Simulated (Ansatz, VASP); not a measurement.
**Two plane-wave programs on C**

```
CELL_PARAMETERS angstrom
-2.45005 2.45005 2.45005
2.45005 -2.45005 2.45005
2.45005 2.45005 -2.45005
ATOMIC_POSITIONS crystal
C 0.62500 0.25000 0.87500
C 0.87500 0.62500 0.25000
C 0.75000 0.62500 0.87500
C 0.25000 0.87500 0.62500
C 0.87500 0.75000 0.62500
C 0.62500 0.87500 0.75000
```

Alike in both runs: task relaxation of cell and atoms; functional PBE; k mesh 12 × 12 × 12; occupations gaussian, width 0.1 eV; no spin polarisation.

```csv
,VASP,Ansatz
version,VASP 6.6.1,Ansatz 0.2.0
potentials or method,"VASP PAW PBE potentials, release 64 (C)","scalar-relativistic, plane waves, PAW"
plane-wave cutoff (eV),600,420
valence electrons in the cell,24,24
```

|  | VASP | Ansatz | Ansatz less VASP |
| --- | --- | --- | --- |
| gap on the k mesh at the Fermi level, each at its own relaxed structure (eV) | none | none | - |
| relaxed volume (Å³/atom) | 9.79 | 9.80 | +0.013 |
| relaxed cell length with the largest relative difference (Å) | 4.241 | 4.243 | +0.0019 |

A gap of «none» marks a metal or a gap that the smearing closes.
